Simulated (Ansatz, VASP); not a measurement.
## InAs in VASP and in Ansatz

```xyz
2
Lattice="0.0000 3.0240 3.0240 3.0240 0.0000 3.0240 3.0240 3.0240 0.0000" Properties=species:S:1:pos:R:3 pbc="T T T"
In    0.0000    0.0000    0.0000
As    4.5360    4.5360    4.5360
```

Alike in both runs: task single point; functional PBE; k mesh 16 × 16 × 16; occupations gaussian, width 0.15 eV; no spin polarisation.

```csv
,VASP,Ansatz
version,VASP 6.6.1,Ansatz 0.2.0
potentials or method,"VASP PAW PBE potentials, release 64 (In_d, As)","scalar-relativistic, plane waves, PAW"
plane-wave cutoff (eV),520,420
valence electrons in the cell,18,28
```

|  | VASP | Ansatz | Ansatz less VASP |
| --- | --- | --- | --- |
| gap on the k mesh at the Fermi level (eV) | none | none | - |
| pressure (GPa) | 3.9 | 3.9 | -0.06 |

A gap of «none» marks a metal or a gap that the smearing closes. The two sets of potentials don't hold the same shells in valence.

Caveats: this crystal is a semiconductor, whose small gap the functional closes, so the metal is an error of the method.
